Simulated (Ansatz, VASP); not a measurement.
Two plane-wave programs on Ru

File INCAR:

```
PREC = Accurate
ENCUT = 520
EDIFF = 1E-6
ISMEAR = -1
SIGMA = 0.1
LREAL = False
LASPH = True
NELM = 80
ALGO = Normal
ISIF = 2
LWAVE = False
LCHARG = False
GGA = PS
NBANDS = 13
```

The input KPOINTS:

```
Automatic mesh
0
Gamma
  15 15 15
```

POSCAR

```
Ru
1.0
    2.2540683885      0.0000000000      0.0000000000
    0.0000000000      2.2540683885      0.0000000000
    0.0000000000      0.0000000000      2.2540683885
Ru
1
Direct
    0.0000000000      0.0000000000      0.0000000000
```

Input for Ansatz:

```yaml
crystal:
  lattice:
    - [2.2540683885, 0.0, 0.0]
    - [0.0, 2.2540683885, 0.0]
    - [0.0, 0.0, 2.2540683885]
  atoms:
    - { symbol: Ru, position: [0.0, 0.0, 0.0] }
kpoints:
  mp_grid: { grid: [15, 15, 15] }
scf:
  occupations: { method: fermi_dirac, width: 0.1 }
hamiltonian:
  xc: pbesol
  pseudopotentials: { kind: paw }
output:
  forces: true
  stress: true
  eigenvalues: true
  write_density: true
  write_potential: true
  elf: true
  volumetric_format: npy
basis:
  ecutwfc: 800
```

Change from the starting cell: volume scaled by 0.75, PAW files, ecut 800.

Alike in both runs: task single point; functional PBEsol; k mesh 15 × 15 × 15; occupations fermi-dirac, width 0.1 eV; no spin polarisation.

|  | VASP | Ansatz |
| --- | --- | --- |
| version | VASP 6.6.1 | Ansatz 0.2.0 |
| potentials or method | VASP PAW PBE potentials, release 64 (Ru_pv) | PAW with Ansatz's default frozen-core files, scalar-relativistic |
| plane-wave cutoff (eV) | 520 | 800 |
| valence electrons in the cell | 14 | 16 |

Ansatz gave:

- pressure (GPa): 137.7

**Question.** Estimate VASP's values.

**Answer.** Pressure (GPa): 140.1.

The two sets of potentials don't hold the same shells in valence.

Caveats: the cell as given lies far from equilibrium; so large a pressure means that the cell lies far from this level's equilibrium, or that cutoff or potentials fall short (VASP); the potentials were made for another functional, which shifts forces and pressure (VASP).
